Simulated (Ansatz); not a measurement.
The system is Sb.

```
Sb
1.0
     2.15420    1.24373    3.75800
    -2.15420    1.24373    3.75800
     0.00000   -2.48746    3.75800
Sb
2
Cartesian
  0.0000 0.0000 8.6416
  0.0000 0.0000 2.6324
```

| Property | Result |
| --- | --- |
| Program | Ansatz 0.2.0 |
| Task | relaxation of cell and atoms |
| Functional | PBE |
| Dispersion | D3(BJ) |
| Potentials or basis | Ansatz PAW |
| Cutoff | 420 eV (not typed: the program's choice for these potentials) |
| k mesh | 8 × 8 × 8 |
| Occupations | fermi-dirac, width 0.05 eV |
| Spin | no spin polarisation |

At the start: volume 30.21 Å³/atom.

**Question.** How do energy, volume and symmetry change on relaxing?

**Answer.** It ends after 5 steps and the volume is 29.80 Å³/atom (-1.3 %); space group R-3m (No. 166, to 0.05 Å).

The path:
| step | energy change (eV) | largest force (eV/Å) | volume (Å³) |
| --- | --- | --- | --- |
| 1 | 0.0000 | 0.1582 | 60.41 |
| 2 | -0.0038 | 0.0696 | 60.18 |
| 3 | -0.0057 | 0.0173 | 59.73 |
| 4 | -0.0059 | 0.0048 | 59.60 |
| 5 | -0.0058 | 0.0049 | 59.60 |

Final structure:
```
CELL_PARAMETERS angstrom
2.16323 1.24894 3.67644
-2.16323 1.24894 3.67644
0.00000 -2.49788 3.67644
ATOMIC_POSITIONS crystal
Sb 0.76419 0.76419 0.76419
Sb 0.23581 0.23581 0.23581
```

Caveat: the plane-wave basis is chosen anew once the cell has moved, so the energies of steps on either side of that aren't comparable; pairwise dispersion overbinds metals, which lowers pressure and volume.
